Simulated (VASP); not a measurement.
# BN (F-43m): a series in uniaxial stress along [001]

Wanted: the response of BN to uniaxial stress along [001], as a table, with a fit that predicts a row left out.

Calculated with VASP 6.6.1; LDA; plane waves and PAW (B, N), in the first sound run; inputs show where later runs differ.

This is a report of a sequence of runs, with most program output left out.

**1. The structure**

Symmetry: F-43m, No. 216, cubic system. Conventional cell: a = 3.616 Å, b = 3.616 Å, c = 3.616 Å, α = 90.00°, β = 90.00°, γ = 90.00°. Nearest to B lie 4 N at 1.57 Å. N has 4 B at 1.57 Å nearest. Farther neighbours and most contacts between anions are not listed.

Coordinates:

```
B N
1.0
     0.00000    1.80800    1.80800
     1.80800    0.00000    1.80800
     1.80800    1.80800    0.00000
B N
1 1
Cartesian
  0.0000 0.0000 0.0000
  0.9040 0.9040 0.9040
```

**2. Relax the crystal, LDA**

The series starts from the cell that this level prefers, so that zero strain is near zero stress.

This step took 2 runs in a row; the last is shown.

Level: LDA; plane waves and PAW (B, N).

The input, INCAR:

```
SYSTEM = BN
PREC = Accurate
ENCUT = 600
EDIFF = 1E-07
NELM = 120
ISMEAR = 0
SIGMA = 0.02
LREAL = .FALSE.
ALGO = Normal
GGA = CA
NBANDS = 10
LASPH = .TRUE.
LORBIT = 11
LWAVE = .FALSE.
LCHARG = .FALSE.
KPAR = 12
IBRION = 2
NSW = 40
ISIF = 3
EDIFFG = -0.005
POTIM = 0.4
```

The input, POSCAR:

```
BN
1.0
    0.0000000000      1.7913124886      1.7913124886
    1.7913124886      0.0000000000      1.7913124886
    1.7913124886      1.7913124886      0.0000000000
B N
1 1
Direct
    0.0000000000      0.0000000000      0.0000000000
    0.2500000000      0.2500000000      0.2500000000
```

The input, KPOINTS:

```
Automatic mesh
0
Gamma
14 14 14
0 0 0
```

PAW data sets: B and N (LDA family, release 64).

Command:

```bash
$ mpirun -np 12 vasp_std
```

Wall time 1.4 s (12 MPI ranks of Intel Xeon 6975P-C (Granite Rapids), shared host); peak memory 1.3 GiB; 9.4 s of CPU time.

Read from the output:

| Item | Value |
| --- | --- |
| energy(sigma→0) of the program | -19.4164 eV |
| stress, compression positive | xx, yy, zz 0.03, 0.03, 0.03 GPa |
| volume | 11.496 Å³ |
| ionic steps | 1 |

**3. Strain across the axis, LDA**

One member in full: the axis is strained by -0.5 %, and the two directions across it are strained alike until their mean stress is under 0.012 GPa or five steps are spent.

This step took 3 runs, each at a new trial strain with the atoms of the one before; the last is shown.

Level: LDA; plane waves and PAW (B, N); cell typed or built by script.

INCAR: that of step 2 with these lines changed.

```diff
@@ -15,7 +15,7 @@
 LCHARG = .FALSE.
-KPAR = 12
-IBRION = 2
-NSW = 40
-ISIF = 3
-EDIFFG = -0.005
-POTIM = 0.4
+KPAR = 3
+IBRION = 1
+NSW = 25
+ISIF = 2
+EDIFFG = -0.004
+POTIM = 0.3
```

The input, POSCAR:

```
BN
1.0
    0.0000000000      1.7930890440      1.7823559260
    1.7930890440      0.0000000000      1.7823559260
    1.7930890440      1.7930890440      0.0000000000
B N
1 1
Direct
    0.0000000000      0.0000000000      0.0000000000
    0.2500000000      0.2500000000      0.2500000000
```

KPOINTS is that of step 2.

Command:

```bash
$ mpirun -np 3 vasp_std
```

Elapsed: 4.2 s, on 3 MPI ranks; peak memory 0.38 GiB.

This run gave:

* energy(sigma→0) of the program: -19.4156 eV
* stress, compression positive: xx, yy, zz 0.00, 0.00, 3.77 GPa
* ionic steps: 1

**4. Band edges, TB-mBJ with spin-orbit coupling**

Short lines in KPOINTS_OPT sample the zone centre along and across the axis, for masses, and the other valleys.

Level: TB-mBJ, spin-orbit coupling; plane waves and PAW (B, N); cell typed or built by script.

TB-mBJ has no energy functional, so the total energy, stress and pressure in this output mean nothing.

The input, INCAR:

```
SYSTEM = BN
PREC = Accurate
ENCUT = 600
EDIFF = 1E-06
NELM = 150
ISMEAR = 0
SIGMA = 0.02
LREAL = .FALSE.
ALGO = Normal
METAGGA = MBJ
LASPH = .TRUE.
LNONCOLLINEAR = .TRUE.
MAGMOM = 0 0 0 0 0 0
NBANDS = 18
GGA_COMPAT = .FALSE.
LSORBIT = .TRUE.
LWAVE = .FALSE.
LCHARG = .FALSE.
KPAR = 3
```

POSCAR is that of step 3.

The input, KPOINTS:

```
Automatic mesh
0
Gamma
11 11 11
0 0 0
```

The input, KPOINTS_OPT:

```
Line mode
6
Line-mode
Reciprocal
  0.00000000   0.00000000   0.00000000
  0.01418354   0.01418354  -0.00000000

  0.00000000   0.00000000   0.00000000
  0.00000000  -0.01426895  -0.01426895

  0.31000000   0.31000000   0.00000000
  0.50000000   0.50000000   0.00000000

  0.00000000   0.31000000   0.31000000
  0.00000000   0.50000000   0.50000000

  0.45000000   0.45000000   0.45000000
  0.50000000   0.50000000   0.50000000

  0.45000000   0.00000000   0.00000000
  0.50000000   0.00000000   0.00000000

  0.42500000   0.42500000   0.00000000
  0.42500000   0.43926895   0.01426895

  0.50000000   0.50000000   0.50000000
  0.48991033   0.51008967   0.50000000
```

Command:

```bash
$ mpirun -np 3 vasp_ncl
```

Run time: 64 s. Hardware: 3 MPI ranks; peak memory 0.74 GiB.

**5. Band edges, r2SCAN with spin-orbit coupling**

Level: r2SCAN, spin-orbit coupling; plane waves and PAW (B, N); cell typed or built by script.

INCAR: that of step 4 with these lines changed.

```diff
@@ -4,3 +4,3 @@
 EDIFF = 1E-06
-NELM = 150
+NELM = 100
 ISMEAR = 0
@@ -9,3 +9,3 @@
 ALGO = Normal
-METAGGA = MBJ
+METAGGA = R2SCAN
 LASPH = .TRUE.
```

POSCAR is that of step 4.

KPOINTS is that of step 4.

KPOINTS_OPT is that of step 4.

Command:

```bash
$ mpirun -np 3 vasp_ncl
```

Wall time 90 s (3 MPI ranks); peak memory 0.75 GiB.

Read from the output:

```
energy(sigma→0) of the program : -37.2506 eV
stress, compression positive   : xx, yy, zz 9.56, 9.56, 13.51 GPa
```

The run ends at a pressure of 10.88 GPa.

**6. All members**

Runs beyond LDA use the data sets made with LDA; this shifts their levels slightly, and their total energies have another zero (at TB-mBJ, which has no energy functional, they mean nothing).

The other members went through these steps as far as the tables show, with the same cutoff and, step by step, the same mesh; 42 runs are not shown. The session took 1.4 core hours (wall time by ranks) on a shared machine.

| strain along the axis (%) | strain across the axis (%) | stress along the axis, tension positive (GPa) | energy above the unstrained row (meV/atom) | gap on the mesh, LDA (eV) |
| --- | --- | --- | --- | --- |
| -2.000 | 0.408 | -14.952 | 5.605 | 3.941 |
| -1.500 | 0.302 | -11.237 | 3.195 | 4.049 |
| -1.000 | 0.199 | -7.508 | 1.458 | 4.158 |
| -0.500 | 0.099 | -3.767 | 0.390 | 4.266 |
| 0 | 0.004 | -0.015 | 0.000 | 4.375 |
| 0.500 | -0.090 | 3.738 | 0.290 | 4.316 |
| 1.000 | -0.180 | 7.500 | 1.242 | 4.258 |
| 1.500 | -0.267 | 11.263 | 2.866 | 4.201 |
| 2.000 | -0.350 | 15.027 | 5.156 | 4.145 |

Slopes at zero strain, from cubics through all rows: strain ratio -0.190, stress over strain 751 GPa.

Band edges at TB-mBJ with spin-orbit coupling, counted from the valence-band top at Γ, spin-orbit pairs averaged, with one row partly withheld:

| strain along the axis (%) | gap (eV) | conduction band at Γ (eV) | Δ or X valley along z (eV) | Δ or X valley along x (eV) | lowest conduction level at L, [111] (eV) | lowest conduction level at L, [-111] (eV) | second valence level below the top (eV) | third valence level below the top (eV) |
| --- | --- | --- | --- | --- | --- | --- | --- | --- |
| -2.000 | 5.384 | 10.212 | 5.384 | 5.794 | 11.178 | 11.178 | 0.243 | 0.256 |
| -1.500 | 5.490 | 10.258 | 5.490 | 5.796 | 11.248 | 11.248 | 0.181 | 0.195 |
| -1.000 | ? | 10.305 | ? | 5.799 | 11.304 | 11.304 | 0.120 | 0.134 |
| -0.500 | 5.702 | 10.352 | 5.702 | 5.803 | 11.342 | 11.342 | 0.058 | 0.072 |
| 0 | 5.803 | 10.392 | 5.803 | 5.803 | 11.352 | 11.352 | 0.000 | 0.020 |
| 0.500 | 5.747 | 10.347 | 5.846 | 5.747 | 11.280 | 11.280 | 0.011 | 0.071 |
| 1.000 | 5.691 | 10.301 | 5.888 | 5.691 | 11.183 | 11.183 | 0.012 | 0.133 |
| 1.500 | 5.636 | 10.255 | 5.928 | 5.636 | 11.066 | 11.066 | 0.013 | 0.197 |
| 2.000 | 5.581 | 10.209 | 5.969 | 5.581 | 10.936 | 10.936 | 0.013 | 0.261 |

Band edges at r2SCAN with spin-orbit coupling, counted from the valence-band top at Γ, spin-orbit pairs averaged:

| strain along the axis (%) | gap (eV) | conduction band at Γ (eV) | Δ or X valley along z (eV) | Δ or X valley along x (eV) | lowest conduction level at L, [111] (eV) | lowest conduction level at L, [-111] (eV) | second valence level below the top (eV) | third valence level below the top (eV) |
| --- | --- | --- | --- | --- | --- | --- | --- | --- |
| -2.000 | 4.565 | 9.433 | 4.565 | 5.014 | 10.878 | 10.878 | 0.234 | 0.249 |
| -1.500 | 4.675 | 9.485 | 4.675 | 5.010 | 10.971 | 10.971 | 0.174 | 0.189 |
| -1.000 | 4.784 | 9.537 | 4.785 | 5.006 | 11.053 | 11.053 | 0.115 | 0.130 |
| -0.500 | 4.894 | 9.590 | 4.894 | 5.004 | 11.114 | 11.114 | 0.055 | 0.071 |
| 0 | 4.998 | 9.633 | 4.998 | 4.999 | 11.132 | 11.132 | 0.000 | 0.022 |
| 0.500 | 4.939 | 9.586 | 5.047 | 4.939 | 11.043 | 11.043 | 0.013 | 0.070 |
| 1.000 | 4.880 | 9.537 | 5.095 | 4.880 | 10.914 | 10.914 | 0.013 | 0.131 |
| 1.500 | 4.822 | 9.488 | 5.142 | 4.822 | 10.764 | 10.764 | 0.014 | 0.192 |
| 2.000 | 4.764 | 9.440 | 5.188 | 4.764 | 10.604 | 10.604 | 0.014 | 0.254 |

**7. A fit to the known rows**

The quantity to fit is the splitting of the Δ or X valleys (z less x) at TB-mBJ with spin-orbit coupling: -0.410, -0.306, -0.101, -0.001, 0.099, 0.196, 0.293, 0.388 eV in the rows shown.

Fitting a parabola to the 8 known rows (d: strain along the axis less the strain across it, in %) gives E = − 0.001079 d² + 0.1677 d + 1.62e-7 in eV; the residuals are 4.1e-5 eV r.m.s.

At d = -1.199 this predicts -0.2026 eV.

**8. Prediction against calculation**

The calculation gives -0.2026 eV, so the prediction is right to the last digit shown.

The splitting is Ξu times d, with d as a fraction, so the linear term gives Ξu = 16.8 eV.

**9. Results**

| Quantity | Value |
| --- | --- |
| Poisson ratio | 0.190 |
| Young's modulus along the axis | 751 GPa |
| gap of the unstrained cell, TB-mBJ with spin-orbit coupling | 5.80 eV |
| gap of the unstrained cell, r2SCAN with spin-orbit coupling | 5.00 eV |
| shear deformation potential Ξu of the Δ or X valleys | 16.8 eV |
| error of the predicted row | 0.0 meV |

In words: As a check, the curvature of the energy gives 752 GPa for the same modulus (energy per volume = E/2 × strain²), 0 % from the slope of the stress. The energy also has a linear term worth 0.29 GPa that the stress column lacks, a mark of the finite basis. At TB-mBJ with spin-orbit coupling the lowest conduction valley is Δ or X throughout, and the gap runs between 5.38 and 5.80 eV. At r2SCAN with spin-orbit coupling the lowest conduction valley is Δ or X throughout, and the gap runs between 4.57 and 5.00 eV. Hole masses are left out throughout, since the top bands are degenerate or cross in many series; of conduction masses, those of the Γ, L and (for Si and Ge under (001) strain) Δ valleys are kept where they change by under an eighth between rows. TB-mBJ is a potential fitted for gaps; it has no energy functional, so its total energies and forces mean nothing, and its bands tend to come out too narrow. r2SCAN opens gaps somewhat over GGA but leaves them below measured values as a rule. Δ or X levels are the lowest on their line, refined by a parabola unless they lie at X; the gap is read from all points sampled and can differ from the lowest valley by some meV, or by tens of meV where strain moves the valence top off Γ. Temperature, zero-point motion and excitons are left out.

[Lines on the potential files, build, host, timing and source positions are cut from VASP's logs without a mark.]

[Logs are printed without paths, hosts, clocks, repeated set-up lines and the standing remarks that a program may print on its own settings, such as how far it seeks lower states.]

[Hosts, paths, dates, database ids (printed as entryN), source tags and the programs' standing remarks are cut or masked in the printed files.]

[In band tables of VASP the shares of atoms and orbitals are scaled to a sum of 1 inside the atoms' spheres.]
